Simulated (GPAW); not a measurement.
Crystal: CuO.

```xyz
4
Lattice="3.4221 0.0000 0.0000 0.0000 3.4221 0.0000 0.0000 0.0000 4.2605" Properties=species:S:1:pos:R:3 pbc="T T T"
Cu    0.0000    1.7110    0.0000
Cu    1.7110    0.0000    2.1302
O     0.0000    0.0000    1.0651
O     0.0000    0.0000    3.1953
```

Measurements of this composition are mostly on another form, of space group No. 15.

Base run:

* Program: GPAW 26.7.0
* Functional: r2SCAN
* Potentials or basis: GPAW PAW data sets (gpaw-data 1.2.1)
* Cutoff: 800 eV
* Basis: pw
* k mesh: 6 × 6 × 5
* Occupations: fermi-dirac, width 0.05 eV
* Spin: no spin polarisation

Its results: pressure -6.5 GPa.

Problem. The run is repeated on the same cell with these changes: hubbard terms from none to Cu d U = 3 eV. What comes out?

Solution. Pressure -6.1 GPa.

Caveats: with this Cu data set, volumes or pressures lay over 1.5 % or 2 GPa off other programs in two to four cells of ten; the PAW data sets were made with another functional, which shifts forces and pressure a little; the run has no spin polarisation, though such a crystal can be magnetic; U without spin polarisation on a metal has little footing (some runs).

Not every run made on this cell is shown here.
